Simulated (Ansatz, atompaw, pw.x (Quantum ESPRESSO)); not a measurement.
## What a changed setting does to a pw.x run (fcc Zr)

Potential: PAW, atompaw 4.2.0.5, PBE; core [Kr], reference 4d2 5s2 5p0; waves: 5s (bound): rc 3.00 bohr; 5s channel at 0.05 Ry: rc 3.00 bohr; 5p (bound, empty): rc 3.00 bohr; 5p channel at 0.45 Ry: rc 3.00 bohr; 4d (bound): rc 2.95 bohr; 4d channel at 0.2 Ry: rc 3.00 bohr; 4f channel at 0.05 Ry: rc 3.00 bohr; local part: bessel scheme, radius 2.48 bohr; core correction: smooth core density matched at 1.95 bohr; augmentation: besselshape compensation charge, radius 2.50 bohr; PAW radius 3.00 bohr; waves and projectors: custom polynom2 7 10 vanderbiltortho.

The reference run (k-mesh 13³, cutoffs 45/450 Ry, Fermi–Dirac 0.01 Ry, mixing_beta 0.4, conv_thr 1e-9, no spin) gives 1.58 GPa at 23.229 Å³/atom, where all-electron LAPW gives 0.31 GPa. This run, with its own iteration cap, changes k-mesh points per axis to 3.

```
&control
  calculation='scf', prefix='x', pseudo_dir='./', outdir='./tmp', tstress=.true., disk_io='none'
/
&system
  ibrav=0, nat=1, ntyp=1, ecutwfc=45, ecutrho=450, nbnd=9,
  occupations='smearing', smearing='fd', degauss=0.01
/
&electrons
  conv_thr=1e-09, mixing_beta=0.4, electron_maxstep=50
/
ATOMIC_SPECIES
Zr 1.0 Zr.UPF
CELL_PARAMETERS angstrom
  0.00000000 2.26464521 2.26464521
  2.26464521 0.00000000 2.26464521
  2.26464521 2.26464521 0.00000000
ATOMIC_POSITIONS crystal
Zr 0.0000 0.0000 0.0000
K_POINTS automatic
3 3 3 0 0 0
```

```bash
pw.x < Zr.scf.in > Zr.scf.out
```

How does the run end?

It converges in 11 iterations; the free energy moves by +9.0 meV/atom and the pressure by +1.58 GPa.

```
Message from routine setup:
     using ibrav=0 with symmetry is DISCOURAGED, use correct ibrav instead
     lattice parameter (alat)  =       6.0522  a.u.
     unit-cell volume          =     156.7571 (a.u.)^3
     number of electrons       =         4.00
     number of Kohn-Sham states=            9
     kinetic-energy cutoff     =      45.0000  Ry
     charge density cutoff     =     450.0000  Ry
     scf convergence threshold =      1.0E-09
     Exchange-correlation= SLA PW PBX PBC
     number of k points=     4  Fermi-Dirac smearing, width (Ry)=  0.0100
     iteration #  1     ecut=    45.00 Ry     beta= 0.40
     total energy              =    -231.11888508 Ry
     estimated scf accuracy    <       0.00740972 Ry
     iteration #  2     ecut=    45.00 Ry     beta= 0.40
     total energy              =    -231.12020206 Ry
     estimated scf accuracy    <       0.00259641 Ry
     iteration #  3     ecut=    45.00 Ry     beta= 0.40
     c_bands:  1 eigenvalues not converged
     total energy              =    -231.12045451 Ry
     estimated scf accuracy    <       0.00000767 Ry
     [... 5 iterations left out ...]
     iteration #  9     ecut=    45.00 Ry     beta= 0.40
     total energy              =    -231.12076473 Ry
     estimated scf accuracy    <          2.3E-09 Ry
     iteration # 10     ecut=    45.00 Ry     beta= 0.40
     total energy              =    -231.12076474 Ry
     estimated scf accuracy    <          2.6E-09 Ry
     iteration # 11     ecut=    45.00 Ry     beta= 0.40
     the Fermi energy is     8.0580 ev
!    total energy              =    -231.12076474 Ry
     estimated scf accuracy    <          1.5E-10 Ry
     smearing contrib. (-TS)   =      -0.00989300 Ry
     The total energy is F=E-TS. E is the sum of the following terms:
     one-electron contribution =       5.84863546 Ry
     hartree contribution      =       0.11014671 Ry
     xc contribution           =      -8.94262195 Ry
     ewald contribution        =      -8.57071832 Ry
     one-center paw contrib.   =    -219.55631363 Ry
     convergence has been achieved in  11 iterations
          total   stress  (Ry/bohr**3)                   (kbar)     P=       31.61
     Message from routine punch:
     Nothing written, as per user request (disk_io='none')
```

The run took about 9.1 s on one core of a shared host (AMD EPYC 9R45 96-Core Processor, 96 threads, 376 GiB, load 34).
